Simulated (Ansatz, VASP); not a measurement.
AlN: VASP beside Ansatz

The input INCAR:

```
PREC     = Accurate       # precision mode
ENCUT    = 520            # plane-wave cutoff, eV
EDIFF    = 1E-7           # SCF threshold, eV
ISMEAR   = 0              # smearing method
SIGMA    = 0.01           # smearing width, eV
LREAL    = F              # projectors in reciprocal space
LASPH    = T              # aspherical terms in the spheres
NELM     = 80             # most SCF steps
ALGO     = Normal         # electronic algorithm
ISIF     = 2              # what is computed and relaxed
LWAVE    = F              # write WAVECAR
LCHARG   = F              # write CHGCAR
NBANDS   = 16             # bands
```

The input KPOINTS:

```
regular mesh
0
Gamma
  8 8 4
```

File POSCAR:

```
AlN
1.0
    3.0297051255      0.0000000000      0.0000000000
   -1.5148525628      2.6238016047      0.0000000000
    0.0000000000      0.0000000000      4.8225057304
Al N
2 2
Direct
    0.3333333333      0.6666666667     -0.0017916371
    0.6666666667      0.3333333333      0.4982083629
    0.3333333333      0.6666666667      0.3817916371
    0.6666666667      0.3333333333      0.8817916371
```

Input for Ansatz:

```yaml
crystal:
  lattice:
    - [3.02970512552, 0.0, 0.0]
    - [-1.51485256276, 2.62380160468, 0.0]
    - [0.0, 0.0, 4.82250573045]
  atoms:
    - { symbol: Al, position: [0.333333333333, 0.666666666667, -0.00179163713] }
    - { symbol: Al, position: [0.666666666667, 0.333333333333, 0.49820836287] }
    - { symbol: "N", position: [0.333333333333, 0.666666666667, 0.38179163713] }
    - { symbol: "N", position: [0.666666666667, 0.333333333333, 0.88179163713] }
kpoints:
  mp_grid: { grid: [8, 8, 4] }
scf:
  occupations: { method: fixed }
  convergence: { dr2_threshold: 1.0e-10 }
hamiltonian:
  xc: lda
  pseudopotentials: { kind: all_electron, lapw: { basis_error: 0.0005 } }
output:
  forces: true
  stress: true
  eigenstates:
    kpoints:
      - [0.0, 0.0, 0.0]
      - [0.5, -0.5, -0.334263829]
      - [0.0, 0.5, -0.334263829]
      - [0.5, 0.0, -0.334263829]
      - [-0.666666667, 0.333333333, 0.0]
      - [0.0, 0.0, -0.5]
      - [-0.5, 0.0, 0.0]
      - [-0.5, 0.5, 0.0]
      - [0.0, -0.5, 0.0]
      - [-0.5, 0.0, -0.5]
      - [-0.5, 0.5, -0.5]
      - [0.0, -0.5, -0.5]
  eigenvalues: true
```

Alike in both runs: task single point; functional LDA; k mesh 8 × 8 × 4; no spin polarisation.

```csv
,VASP,Ansatz
version,VASP 6.6.1,Ansatz 0.2.0
potentials or method,"VASP PAW LDA potentials, release 64 (Al, N)","all-electron LAPW, scalar-relativistic"
plane-wave cutoff (eV),520,see its input
occupations,"gaussian, width 0.01 eV",fixed
```

```csv
,VASP,Ansatz,Ansatz less VASP
gap on the k mesh at the Fermi level (eV),4.96,4.95,-0.007
pressure (GPa),15.9,15.0,-0.86
```

Ansatz ran all-electron here, so the differences hold the error of VASP's frozen core and of both bases.

Caveats: so large a pressure means that the cell lies far from this level's equilibrium, or that cutoff or potentials fall short (VASP). As with any semilocal functional, this LDA gap is likely too small. A k mesh can miss the band edges.
